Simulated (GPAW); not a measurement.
# GaSb (F-43m) in GPAW: single point with LDA

Aim: the single point of GaSb with LDA.

All numbers are computed with GPAW 26.7.0; they aren't measurements. Logs are shortened: lines on timing, memory, paths and dates and some standing lists are left out, and cuts for length are marked. The log counts tension as positive stress, the text compression.

**Experimental background.**

A printed reference work, data compilation reports, for a bulk crystal of GaSb at 4.2 K: band gap 0.811 eV (direct).

How close the calculation comes is told below.

### 1 Starting point

The structure is cubic, space group F-43m (No. 216). The conventional cell has a = 6.118 Å, b = 6.118 Å, c = 6.118 Å, α = 90.00°, β = 90.00°, γ = 90.00°. Sb (site symmetry -43m) has 4 Ga at 2.65 Å as nearest neighbours. Ga (site symmetry -43m) has 4 Sb at 2.65 Å as nearest neighbours.

### 2 Single point, LDA

File run.py:

```python
from ase.dft.bandgap import bandgap
from ase.io import read, write
from ase.units import GPa
from gpaw import GPAW, PW, setup_paths

setup_paths.insert(0, '.')

atoms = read('POSCAR')

calc = GPAW(mode=PW(500),
            xc='LDA',
            kpts={'size': (6, 6, 6), 'gamma': True},
            occupations={'name': 'fermi-dirac', 'width': 0.05},
            nbands=18,
            convergence={'density': 1e-05, 'energy': 1e-05},
            maxiter=80,
            txt='gpaw.txt')
atoms.calc = calc
energy = atoms.get_potential_energy()
forces = atoms.get_forces()
stress = atoms.get_stress()
calc.write('gs.gpw')
write('result.traj', atoms)
print(f'Energy: {energy:.6f} eV')
print('Forces (eV/A):')
print(forces.round(4))
print('Stress (GPa):', (stress / GPa).round(3))
print('Fermi level:', round(calc.get_fermi_level(), 4), 'eV')
print(f'Gap: {bandgap(calc)[0]:.4f} eV, direct: {bandgap(calc, direct=True)[0]:.4f} eV')
```

File POSCAR:

```
GaSb
1.0
    0.0000000000      3.0590000000      3.0590000000
    3.0590000000      0.0000000000      3.0590000000
    3.0590000000      3.0590000000      0.0000000000
Sb Ga
1 1
Direct
    0.7500000000      0.7500000000      0.7500000000
    0.0000000000      0.0000000000      0.0000000000
```

Potentials or basis: PAW data sets generated in the run's folder for this functional, pw.

The run is started by

```bash
gpaw-setup -f LDA Ga Sb
OMP_NUM_THREADS=1 python run.py
```

gpaw.txt:

```text
__  _  _
 | _ |_)|_||  |
 |__||  | ||/\| - 26.7.0

Input parameters:
  mode=PW(ecut=500.0),
  convergence={'density': 1e-05, 'energy': 1e-05},
  kpts=MonkhorstPack(size=(6, 6, 6), gamma=True),
  maxiter=80,
  nbands=18,
  occupations=Occupations(name='fermi-dirac', width=0.05),
  xc=XC(name='LDA')

Diagonalizing LCAO Hamiltonian
Converting LCAO to pw mode

                     Sb

       Ga

Atoms  # Å, Bohr magnetons
|   | symbol |        x |        y |        z |    initial magnetic moments |
|---|--------|----------|----------|----------|-----------------------------|
| 0 |     Sb | 4.588500 | 4.588500 | 4.588500 | ( 0.0000,  0.0000,  0.0000) |
| 1 |     Ga | 0.000000 | 0.000000 | 0.000000 | ( 0.0000,  0.0000,  0.0000) |

Unit cell  # Å
| periodic |        x |        y |        z |  lengths |    angles |
|----------|----------|----------|----------|----------|-----------|
|      yes | 0.000000 | 3.059000 | 3.059000 | 4.326079 | 60.000000 |
|      yes | 3.059000 | 0.000000 | 3.059000 | 4.326079 | 60.000000 |
|      yes | 3.059000 | 3.059000 | 0.000000 | 4.326079 | 60.000000 |

Number of symmetries: 24
Symmetry operations  # r_c * U_cc + t_c -> r_c
|    | kind |            matrix            |
|----|------|------------------------------|
|  0 |  E   |  1, 0, 0,  0, 1, 0,  0, 0, 1 |
|  1 |  σ   |  1, 0, 0,  0, 0, 1,  0, 1, 0 |
|  2 |  σ   |  1, 0,-1,  0, 1,-1,  0, 0,-1 |
|  3 |  C3  |  1, 0,-1,  0, 0,-1,  0, 1,-1 |
|  4 |  C3  |  1,-1, 0,  0,-1, 1,  0,-1, 0 |
|  5 |  σ   |  1,-1, 0,  0,-1, 0,  0,-1, 1 |
|  6 |  σ   |  0, 1, 0,  1, 0, 0,  0, 0, 1 |
|  7 |  C3  |  0, 1, 0,  0, 0, 1,  1, 0, 0 |
|  8 |  C2  |  0, 1,-1,  1, 0,-1,  0, 0,-1 |
|  9 |  S4  |  0, 1,-1,  0, 0,-1,  1, 0,-1 |
| 10 |  C3  |  0, 0, 1,  1, 0, 0,  0, 1, 0 |
| 11 |  σ   |  0, 0, 1,  0, 1, 0,  1, 0, 0 |
| 12 |  S4  |  0, 0,-1,  1, 0,-1,  0, 1,-1 |
| 13 |  C3  |  0, 0,-1,  0, 1,-1,  1, 0,-1 |
| 14 |  S4  |  0,-1, 1,  1,-1, 0,  0,-1, 0 |
| 15 |  C2  |  0,-1, 1,  0,-1, 0,  1,-1, 0 |
| 16 |  C3  |  0,-1, 0,  1,-1, 0,  0,-1, 1 |
| 17 |  S4  |  0,-1, 0,  0,-1, 1,  1,-1, 0 |
| 18 |  S4  | -1, 1, 0, -1, 0, 1, -1, 0, 0 |
| 19 |  C3  | -1, 1, 0, -1, 0, 0, -1, 0, 1 |
| 20 |  C3  | -1, 0, 1, -1, 1, 0, -1, 0, 0 |
| 21 |  S4  | -1, 0, 1, -1, 0, 0, -1, 1, 0 |
| 22 |  σ   | -1, 0, 0, -1, 1, 0, -1, 0, 1 |
| 23 |  C2  | -1, 0, 0, -1, 0, 1, -1, 1, 0 |

BZ-sampling:
  Number of BZ points: 216
  Number of IBZ points: 16

  Monkhorst-Pack size: [6, 6, 6]
  Monkhorst-Pack shift: [0.08333333333333333, 0.08333333333333333, 0.08333333333333333]

K-points  # in reciprocal-cell coordinates
|     |                                coordinates |     weight |
|-----|--------------------------------------------|------------|
|   0 | (  0.00000000,   0.00000000,   0.00000000) | 0.00462963 |
|   1 | (  0.16666667,   0.16666667,   0.00000000) | 0.02777778 |
|   2 | (  0.16666667,   0.16666667,   0.16666667) | 0.03703704 |
|   3 | (  0.33333333,   0.16666667,   0.16666667) | 0.05555556 |
|   4 | (  0.33333333,   0.33333333,  -0.33333333) | 0.05555556 |
|   5 | (  0.33333333,   0.33333333,   0.00000000) | 0.02777778 |
|   6 | (  0.33333333,   0.33333333,   0.16666667) | 0.11111111 |
|   7 | (  0.33333333,   0.33333333,   0.33333333) | 0.03703704 |
|   8 | (  0.50000000,   0.33333333,  -0.33333333) | 0.11111111 |
|   9 | (  0.50000000,   0.33333333,  -0.16666667) | 0.05555556 |
| ... |                                            |            |
|  15 | (  0.50000000,   0.50000000,   0.50000000) | 0.01851852 |

Plane wave coefficients: 1464
Cutoff: 500.0 eV

Spin-components: 1 (collinear spins)
Bands:           18
Projectors:      11
Spin-degeneracy: 2
Datatype:        complex128

Density:
  Valence electrons: 18.0
  Components: 1
  Grid points: [24 24 24]
  Charge: 0.0  # |e|

Potential:
  Grid points: [24 24 24]

species:
  Sb:
    name:    Antimony
    Z:       51.0
    valence: 15
    core:    36
    charge:  0.0  # [|e|]
    compensation charges:
      type: gauss
      rc: 0.36  # [Å]
      lmax: 2
    cutoffs:
      filter: 2.23  # [Å]
      core: 2.23  # [Å]
    projectors
    | kind |    occ | energy [eV] | rcut [Å] |
    |------|--------|-------------|----------|
    |   5s |  2.000 |     -13.069 |    1.154 |
    |   5p |  3.000 |      -4.994 |    1.233 |
    |   4d | 10.000 |     -33.564 |    1.196 |
    |    s |        |      14.142 |    1.154 |
    |    p |        |      22.217 |    1.233 |
    |    d |        |      -6.353 |    1.196 |

    Using partial waves for Sb as LCAO basis

  Ga:
    name:    Gallium
    Z:       31.0
    valence: 3
    core:    28
    charge:  0.0  # [|e|]
    compensation charges:
      type: gauss
      rc: 0.37  # [Å]
      lmax: 2
    cutoffs:
      filter: 2.06  # [Å]
      core: 4.17  # [Å]
    projectors
    | kind |    occ | energy [eV] | rcut [Å] |
    |------|--------|-------------|----------|
    |   4s |  2.000 |      -9.167 |    1.164 |
    |   4p |  1.000 |      -2.734 |    1.164 |
    |    s |        |      18.045 |    1.164 |
    |    p |        |      24.478 |    1.164 |
    |    d |        |       0.000 |    1.164 |

    Using partial waves for Ga as LCAO basis

Reference energy: -228940.492403  # eV

eigensolver:
  PPCG
  Converge bands: occupied
  niter=2

density mixing:
  MSR1-Mixer
  Pratt-step length: 0.05
  Maximum mixing coefficient: 0.75
  Old densities: 10
  SVD Regularization: 0.005
  Good broyden scale: 1.0
  Trust region scale: 1.0
  Backstep threshold: 4.0
  History deletion threshold: 6.0
  Fourier metric: weight=20.0, sigma=0.015

occupation numbers:
  Fermi-Dirac:
    width: 0.0500  # eV

poisson solver:
  ecut: 4000.0  # eV

xc functional:
  name: None

convergence criteria:
- Maximum integral of absolute [dens]ity change: 1e-05 electrons / valence electron
- Maximum [total energy] change in last 3 cyles: 1e-05 eV / valence electron
- Maximum integral of absolute [eigenst]ate change: 4e-08 eV^2 / valence electron
maximum number of iterations: 80

SCF iterations
|iter     | |      energy | eigst |  dens |
|---------|-|-------------|-------|-------|
|iter:   1| |   -9.007359 | +0.16 |       |
|iter:   2| |   -9.004209 | -2.04 | -1.28 |
|iter:   3| |   -8.939987 | -2.59 | -1.31 |
|iter:   4| |   -8.937477 | -3.31 | -1.88 |
|iter:   5| |   -8.937665 | -4.48 | -2.64 |
|iter:   6| |   -8.937704 | -5.31 | -3.08 |
|iter:   7| |   -8.937705c| -6.79 | -4.26 |
|iter:   8| |   -8.937705c| -7.88c| -4.77 |
|iter:   9| |   -8.937705c| -8.31c| -5.32c|

Converged in 9 steps
Energy contributions relative to reference atoms: (reference = -228940.492403)

Energy contributions:
  Kinetic:          10.725660
  Coulomb:          -9.535434
  Zero:              0.209004
  External:          0.000000
  Xc:              -10.336426
  Entropy:          -0.001016
  Spinorbit:         0.000000
  ----------------------------
  Free energy:      -8.938213
  Extrapolated:     -8.937705

dipole moment: (-11.137860, -11.137860, -11.137860)  # |e|*Ang

Fermi level: 4.603
Eigenvalues  # (at kpt = [0.000, 0.000, 0.000])
| band index |      eig [eV] | occ [0-2] |
|------------|---------------|-----------|
|          0 |       -24.061 |     2.000 |
|        ... |               |           |
|          2 |       -24.061 |     2.000 |
|          3 |       -24.043 |     2.000 |
|          4 |       -24.043 |     2.000 |
|          5 |        -6.938 |     2.000 |
|          6 |         4.447 |     1.915 |
|          7 |         4.566 |     1.353 |
[... 8 lines left out ...]
|         16 |        14.040 |     0.000 |
|         17 |        14.040 |     0.000 |

No gap
No difference between direct/indirect transitions

Forces  # eV/Ang
|        x |        y |        z |
|----------|----------|----------|
| -0.00000 | -0.00000 |  0.00000 |  # Sb   0
|  0.00000 | -0.00000 | -0.00000 |  # Ga   1

Stress tensor  # eV/Ang^3
|         x |        y |         z |
|-----------|----------|-----------|
|  0.012503 | 0.000000 | -0.000000 |
|  0.000000 | 0.012503 |  0.000000 |
| -0.000000 | 0.000000 |  0.012503 |

# Writing to gs.gpw (mode='')
```

Wall time 9.4 s (1 thread of Arm Neoverse V2, shared host); peak memory 0.14 GiB.

What came out:

```
Free energy            : -8.9382 eV
Pressure               : -2.0 GPa
Band gap on the k mesh : none (metal or under the smearing width)
```

Caveat: the cutoff is short for stress and forces, so pressures can be off by a GPa or more; this crystal is a semiconductor, whose small gap the functional closes, so the metal is an error of the method.

### 3 Comparison with measurements

Step 2. A measured gap of GaSb is 0.811 eV (direct; 4.2 K; a printed reference work, data compilation); the calculated 0.00 eV misses it by -0.81 eV. Spin-orbit coupling on Ga, Sb is left out. The value is that of LDA on a finite k mesh, which can miss the band edges, without temperature or zero-point motion. Semilocal functionals fall short of measured gaps as a rule.
